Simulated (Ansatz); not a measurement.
# Sensitivity of the G0W0 gap of SnO2 (1T monolayer)

Aim: change settings of a G0W0 run on SnO2 (1T monolayer) and see what moves.

Program: Ansatz 0.2.0. Level of theory: G0W0 on PBEsol, plane waves, PAW; PAW set soft_1. Results are calculated unless marked as measured.

### 1. Set-up

The cell holds 3 atoms: 1 Sn and 2 O. Its edges and angles: a = 3.191 Å, b = 3.191 Å, c = 27.200 Å, α = 90.0°, β = 90.0°, γ = 120.0°. Vacuum lies along c.

The structure was relaxed with PBEsol. The runs that relaxed it are not among those shown. The Coulomb interaction is cut off across the vacuum.

### 2. The base run: 6×6×1 mesh, 216 empty bands, screening to 54 eV, PAW set soft_1 files

G0W0 replaces the xc potential by the self-energy, built once from these orbitals. Only a window of levels is corrected, while the sums run over the empty bands that the input names. This step takes PAW set soft_1 files.

File input.yaml:

```yaml
crystal:
  lattice:
    - [3.1913106965, 0.0, 0.0]
    - [-1.5956553482, 2.7637561345, 0.0]
    - [0.0, 0.0, 27.2]
  atoms:
    - { symbol: Sn, position: [0.0, 0.0, 0.5] }
    - { symbol: O, position: [0.3333333333, 0.6666666667, 0.5369635201] }
    - { symbol: O, position: [0.6666666667, 0.3333333333, 0.4630364799] }
  periodic: [true, true, false]
kpoints:
  mp_grid: { grid: [6, 6, 1] }
hamiltonian:
  xc: pbesol
  pseudopotentials: { kind: paw, azcp: { folder: soft_1 }, xc_functional: pbe }
scf:
  occupations: { method: fixed }
gw:
  n_empty_bands: 216
  ecut_chi: 54.0
  qp_bands: [v2, c2]
  qp_kpoints: band_edges
  screening: { model: contour_deformation }
```

Run with:

```console
ansatz run input.yaml --threads 4 --pin off --max-ram 17510MiB --backend cpu --events-out ev --progress --plain --runs-dir out
```

Numbers of over 12 decimals in the logs are rounded to 6 here.

The log of the run:

```text
Engine: ansatz 0.2.0, aarch64-unknown-linux-gnu
Pseudopotentials: kind: paw
Pseudopotential: Sn, paw, valence charge 14, recommended cutoff 420 eV (normal), soft_1/Sn.paw.azcp
Pseudopotential: O, paw, valence charge 6, recommended cutoff 420 eV (normal), soft_1/O.paw.azcp
Functional definition: PBEsol
  exchange = pbesol_x
  correlation = pbesol_c
Crystal: 3 atoms, lattice volume = 239.904 Å³
Basis set: ecut = 420 eV, 4759 PW (Γ)
Bands: 17, of which v1, the nominal top of the filled ones, is band 13 counted from 1 (12 counted from 0)
Symmetry: 12 space group operations
Space group: P-3m1 (ITA 164), of the structure as read, at distance tolerance 6.2e-5 Å
k-points: 7 of 36
Non-local potential: Sn, projectors of the file, l = 0: 2, l = 1: 2, l = 2: 2, l = 3: 1
Non-local potential: O, projectors of the file, l = 0: 2, l = 1: 2, l = 2: 1
PAW form: soft (Blöchl's): semilocal exchange-correlation on the pseudo side does not see the compensation charge
PAW frozen core: Sn, regenerated for the run's functional, and the local potential with it (the file was generated under x = pbe(κ = 0.804, μ = 0.219515), c = pbe(β = 0.066725))
PAW frozen core: O, regenerated for the run's functional, and the local potential with it (the file was generated under x = pbe(κ = 0.804, μ = 0.219515), c = pbe(β = 0.066725))
PAW one-centre angular grid: Sn, 590 points (default); XC on 64 Gauss nodes
PAW one-centre angular grid: O, 110 points (default); XC on 64 Gauss nodes
Initial density: superposition of atomic densities (neutral atoms: chi_scale 0, normalization atom)
Initial wavefunctions: pseudopotential atomic-orbital guess
Functional: x = pbesol(κ = 0.804, μ = 0.123457), c = pbesol(β = 0.046)
SCF iter   1: F=—  HF=-7073.686852 eV  |F-HF|=—  |Δ(HF+E_count)|=         —  Δρ=6.00e-2  dr2=9.20e0  ethr=3.10e-3  ⟨swp⟩=6.9  Hψ=730  notcnv=0  defer=11
preconditioner: auto → none  [insulator: Δε(μ)=4.442 eV  Ē_g=19.380 eV  n_scr=16 (ndim 8)  ℏωp=12.2 eV  f_vac=0.798  ε∞_Penn≈1.4]
SCF iter   2: F=—  HF=-7071.838160 eV  |F-HF|=—  |Δ(HF+E_count)|=    1.85e0  Δρ=4.29e-2  dr2=2.67e0  ethr=3.10e-3  ⟨swp⟩=5.3  Hψ=440  notcnv=0  defer=13
SCF iter   3: F=—  HF=-7071.088195 eV  |F-HF|=—  |Δ(HF+E_count)|=   7.50e-1  Δρ=9.94e-3  dr2=1.07e-1  ethr=3.10e-3  ⟨swp⟩=4.4  Hψ=362  notcnv=0  defer=12
SCF iter   4: F=—  HF=-7071.078299 eV  |F-HF|=—  |Δ(HF+E_count)|=   9.90e-3  Δρ=1.51e-3  dr2=3.05e-3  ethr=4.12e-4  ⟨swp⟩=3.3  Hψ=255  notcnv=0  defer=14
SCF iter   5: F=—  HF=-7071.076411 eV  |F-HF|=—  |Δ(HF+E_count)|=   1.89e-3  Δρ=4.31e-4  dr2=1.86e-4  ethr=1.17e-5  ⟨swp⟩=4.7  Hψ=364  notcnv=0  defer=14
SCF iter   6: F=—  HF=-7071.076365 eV  |F-HF|=—  |Δ(HF+E_count)|=   4.64e-5  Δρ=2.24e-4  dr2=7.01e-5  ethr=7.15e-7  ⟨swp⟩=3.1  Hψ=253  notcnv=0  defer=14
[...]
NSCF: frozen V_eff on 7 k-points
G₀W₀ screening: q 1/7
[... further progress lines ...]
SCF converged after 9 iterations
Free energy (F): -7071.076332 eV
Harris-Foulkes:  -7071.076332 eV  (|F-HF|=1.08e-10)
Internal energy: -7071.076332 eV  (E = F + TS)
E sigma→0 (E₀):  -7071.076332 eV
Fermi energy:    -8.422941 eV
--- Per-component energies (eV) ---
  E_band       = -505.202985
  E_kinetic    = 506.378089
  E_local      = -42023.302238  (includes V_loc(G=0)·N_el)
  E_nonlocal   = 252.490716
  E_hartree    = 20717.492333
  E_xc         = -265.193153
  E_vxc        = -260.955828  (∫ρ·V_xc dr)
  E_paw        = -4613.334858  (= ΣΔE_a)
  E_vpaw       = -414.798314  (= ΣTr[D̂ρ^β])
  E_aug_tail   = 0.001861  (compensation charges beyond the density's cutoff)
  E_ewald      = 18354.035504
  E_core_change = 0.355415  (= ΣΔE_core)
  E_smearing   = -0.000000  (= −TS)
  E_closure    = -0.000000  (closes the sum)
  Σ components = -7071.076332   (vs F -7071.076332, Δ=0.00e0)
--- Band table (eV; the first three rows and the last of 7) ---
  k-point 0: bands = [... 9 lower, -9.5907, -9.0944, -9.0944, -9.0135, -5.6032, -2.5691, -0.1655, -0.1550]
  k-point 1: bands = [... 9 lower, -10.1737, -9.5853, -8.8953, -8.6514, -4.4384, -1.7047, 0.2463, 0.3978]
  k-point 2: bands = [... 9 lower, -10.9975, -9.6897, -8.7805, -8.5328, -3.0082, -1.0296, 1.1851, 1.9841]
  k-point 6: bands = [... 9 lower, -12.0156, -11.0418, -8.5476, -8.5476, -1.8720, 1.5987, 2.0413, 2.0413]
--- G₀W₀: contour deformation, 6 samples at zero and on the imaginary axis and 3 off it, 36 q-points, 216 empty bands' worth ---
  eigenvalues of the whole cell's RPA ε∞ on this k-mesh (on a slab, of 1 + 4πα/V) = 1.1047, 1.5906, 1.5906; static W/v taken at q = 0 is 0.751148
  gw.qp_kpoints: band_edges: 7 of 7 stored k-points solved, in 1 pass; an edge of the gap read off the rows below is read off those points alone
  `?` marks the rows in doubt; gw_qp.tsv's column doubts and the gw_qp event give each row's grounds
    ik  band        ε_KS         Σx   Σc(E_QP)       V_xc       Z   E_QP_lin       E_QP  E_QP is
     0    12     -9.0944   -26.5356     4.1544   -21.5327  0.7618    -9.9561    -9.9429  root
     0    13     -9.0135   -24.1482     4.5831   -18.4845  0.7479   -10.1217   -10.0941  root
     0    14     -5.6032   -13.3755    -2.2522   -17.0463  0.8250    -4.1656    -4.1847  root
     0    15     -2.5691    -9.5713    -3.0864   -14.1450  0.8318    -1.0555    -1.0818  root
     1    12     -8.8953   -26.2851     4.1078   -21.3580  0.7631    -9.7263    -9.7146  root
     1    13     -8.6514   -25.5274     4.7017   -19.8267  0.7499    -9.6716    -9.6504  root
     1    14     -4.4384   -14.3561    -2.5026   -18.5571  0.8132    -2.7039    -2.7400  root
     1    15     -1.7047    -9.1918    -3.2566   -13.9794  0.8254    -0.1431    -0.1736  root
[...]
5    15      0.0316    -8.7305    -3.8034   -14.2258  0.8155     1.7681     1.7235  root
     6    12     -8.5476   -26.1851     4.6525   -20.5370  0.7527    -9.5636    -9.5433  root
     6    13     -8.5476   -26.1851     4.6525   -20.5370  0.7527    -9.5636    -9.5433  root
     6    14     -1.8720   -15.1059    -3.6291   -21.0335  0.7866     0.5371     0.4264  root ?
     6    15      1.5987    -8.5745    -4.2723   -14.6396  0.7793     3.4127     3.3915  root
```

Run time: 30 s. Hardware: 4 threads of Arm Neoverse V1, shared host; peak memory 1.1 GiB; 1.9 min of CPU time.

In the SCF lines HF is the Harris–Foulkes energy and dr2 the Hartree energy of the density residual, in eV; the loop may stop once dr2 is under the threshold and the program's other checks hold. Hψ counts applications of the Hamiltonian.

Numbers from this step:

- bands summed: 229
- plane waves in the screening matrix: 183
- q-points in the mesh: 36
- G0W0 gap on the mesh: 5.232 eV
- k of the valence top: 0.1667, 0.3333, 0
- k of the conduction bottom: 0, 0, 0
- starting gap on the mesh: 2.820 eV
- Z at the valence top: 0.7521
- Z at the conduction bottom: 0.8250
- least direct G0W0 gap on the computed points: 5.758 eV

The gap on the mesh goes from 2.82 eV to 5.23 eV, a correction of +2.41 eV. Between the two edge states, bare exchange in place of the xc potential would open the gap by 9.38 eV, and correlation takes back 6.97 eV.

### 3. Variant: frequency model

input.yaml, as its differences from that of step 2:

```diff
@@ -22,2 +22,2 @@
   qp_kpoints: band_edges
-  screening: { model: contour_deformation }
+  screening: { model: godby_needs }
```

The log of the run:

```text
[...]
Crystal: 3 atoms, lattice volume = 239.904 Å³
Basis set: ecut = 420 eV, 4759 PW (Γ)
Bands: 17, of which v1, the nominal top of the filled ones, is band 13 counted from 1 (12 counted from 0)
[... 1 set-up line as in the run before ...]
[...]
k-points: 7 of 36
[...]
SCF iter   1: F=—  HF=-7073.686852 eV  |F-HF|=—  |Δ(HF+E_count)|=         —  Δρ=6.00e-2  dr2=9.20e0  ethr=3.10e-3  ⟨swp⟩=6.9  Hψ=730  notcnv=0  defer=11
[...]
SCF iter   9: F=-7071.076332 eV  HF=-7071.076332 eV  |F-HF|=1.08e-10  |Δ(HF+E_count)|=   2.95e-8  Δρ=6.26e-7  dr2=5.93e-10  ethr=3.85e-10  ⟨swp⟩=17.1  Hψ=836  notcnv=0
SCF 1 converged in 9 iterations: F = -7071.076332 eV  dr2 = 5.93e-10
[...]
NSCF: frozen V_eff on 7 k-points
G₀W₀ screening: q 1/7
[... further progress lines ...]
SCF converged after 9 iterations
Free energy (F): -7071.076332 eV
[...]
Internal energy: -7071.076332 eV  (E = F + TS)
E sigma→0 (E₀):  -7071.076332 eV
Fermi energy:    -8.422941 eV
[...]
--- Band table (eV; the first three rows and the last of 7) ---
  k-point 0: bands = [... 9 lower, -9.5907, -9.0944, -9.0944, -9.0135, -5.6032, -2.5691, -0.1655, -0.1550]
  k-point 1: bands = [... 9 lower, -10.1737, -9.5853, -8.8953, -8.6514, -4.4384, -1.7047, 0.2463, 0.3978]
  k-point 2: bands = [... 9 lower, -10.9975, -9.6897, -8.7805, -8.5328, -3.0082, -1.0296, 1.1851, 1.9841]
  k-point 6: bands = [... 9 lower, -12.0156, -11.0418, -8.5476, -8.5476, -1.8720, 1.5987, 2.0413, 2.0413]
--- G₀W₀: ω_p = 37.2960 eV, 36 q-points, 216 empty bands' worth ---
[...]
GN-PPA: 366896/1687605 pairs with Re ω̃² < 0 across q-mesh
[...]
0    12     -9.0944   -26.5356     4.1097   -21.5327  0.8029    -9.9928    -9.9876  root
     0    13     -9.0135   -24.1482     4.4694   -18.4845  0.7998   -10.2175   -10.2078  root
     0    14     -5.6032   -13.3755    -2.1959   -17.0463  0.8515    -4.1224    -4.1284  root
     0    15     -2.5691    -9.5713    -3.0515   -14.1450  0.8612    -1.0375    -1.0469  root
     1    12     -8.8953   -26.2851     4.0724   -21.3580  0.8027    -9.7548    -9.7500  root
     1    13     -8.6514   -25.5274     4.6292   -19.8267  0.7968    -9.7319    -9.7229  root
     1    14     -4.4384   -14.3561    -2.4019   -18.5571  0.8429    -2.6288    -2.6394  root
     1    15     -1.7047    -9.1918    -3.1958   -13.9794  0.8610    -0.0999    -0.1128  root
[...]
6    12     -8.5476   -26.1851     4.5905   -20.5370  0.7981    -9.6142    -9.6052  root
     6    13     -8.5476   -26.1851     4.5905   -20.5370  0.7981    -9.6142    -9.6052  root
     6    14     -1.8720   -15.1059    -3.3597   -21.0335  0.8302     0.7204     0.6959  root
     6    15      1.5987    -8.5745    -4.0626   -14.6396  0.8417     3.6246     3.6013  root
```

Run time: 33 s. Hardware: 4 threads; peak memory 1.1 GiB; 2 min of CPU time.

The G0W0 gap on the mesh is 5.348 eV.

Against the base:

| setting | base | variant |
| --- | --- | --- |
| frequency model | contour deformation | plasmon pole |

| quantity | variant | base |
| --- | --- | --- |
| starting gap on the mesh | 2.820 | 2.820 |
| G0W0 gap on the mesh | 5.348 | 5.232 |
| least direct G0W0 gap on the computed points | 5.859 | 5.758 |
| Z at the valence top | 0.797 | 0.752 |
| Z at the conduction bottom | 0.851 | 0.825 |

### 4. Summary of results

| Item | Value |
| --- | --- |
| base | 5.23 eV, 30 s |
| frequency model | 5.35 eV, 33 s |

Frequency model: the gap moves by +0.12 eV. All runs here use a coarse mesh and modest cutoffs; they test settings and are not final values. The mesh in the plane is coarse for a sheet; gap and any exciton binding can still move on denser ones. The many-body steps are scalar-relativistic: spin-orbit coupling is not in them.

[Paths, hosts, dates, memory and timing lines, banners, echoed tables and standing remarks are left out of the program output.]

[Logs are printed without paths, hosts, clocks, repeated set-up lines and the standing remarks that a program may print on its own settings, such as how far it seeks lower states.]

[Runs of the session that timed out or met a known fault of the program may be left out.]

[Cells called generated may have been cut or substituted from an entry of the Crystallography Open Database or the Materials Project.]

[Hosts, paths, dates, database ids (printed as entryN), source tags and the programs' standing remarks are cut or masked in the printed files.]
